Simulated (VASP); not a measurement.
Write the native input for VASP 6.6.1 that does the following.

| Quantity | Value |
| --- | --- |
| Task | single point |
| Functional | RPBE |
| Potentials or basis | VASP PAW PBE potentials, release 64 (O, C, H) |
| Cutoff | 400 eV |
| k mesh | 1 × 1 × 1 |
| Occupations | gaussian, width 0.01 eV |
| Spin | no spin polarisation |
| Further INCAR settings | ALGO = Normal; EDIFF = 1e-06; NBANDS = 16; ISYM = 0 |

The structure of OCH4 lies in POSCAR:

```
H4CO                                    
1.0
   12.7722774153      0.0000000000      0.0000000000
    0.0000000000     13.2722774153      0.0000000000
    0.0000000000      0.0000000000     13.7722774153
  O               C               H             
     1     1     4
Selective dynamics
Direct
     0.5814554605000026    0.4957380617999974    0.4800698287999978   F   F   F
     0.4708147988789214    0.4985571838285516    0.4959067213171627   T   T   T
     0.6154427368267843    0.5348604687188803    0.5307252248145717   T   T   T
     0.4484265039220576    0.4647295819780385    0.5661566145199871   T   T   T
     0.4353623469721870    0.4537941132607153    0.4375756138726607   T   T   T
     0.4391063773747468    0.5758483515952938    0.4918607718760808   T   T   T
```

One way to write it, as run:

INCAR

```
  PREC = Accurate
  ENCUT = 400
  EDIFF = 1E-6
  ISMEAR = 0
  SIGMA = 0.01
  LREAL = False
  LASPH = True
  NELM = 60
  ALGO = Normal
  ISIF = 2
  LWAVE = False
  LCHARG = False
  GGA = RP
  NBANDS = 16
  ISYM = 0
```

KPOINTS

```
Automatic mesh
0
Gamma
  1 1 1
```

Potentials or basis: VASP PAW PBE potentials, release 64 (O, C, H).

Launch:

```bash
$ cat potpaw_PBE.64/O/POTCAR potpaw_PBE.64/C/POTCAR potpaw_PBE.64/H/POTCAR > POTCAR
$ mpirun -np 1 vasp_gam > vasp.out
```

It gave:

```yaml
Largest_force: 0.284 eV/Å
Gap_between_the_frontier_levels: 5.47 eV
```

Caveat: the PAW data sets were made with another functional, which shifts forces and pressure a little.

It took 110 s on 1 thread of Intel(R) Xeon(R) Platinum 8488C (Sapphire Rapids) (shared host), peak memory 1.1 GiB.
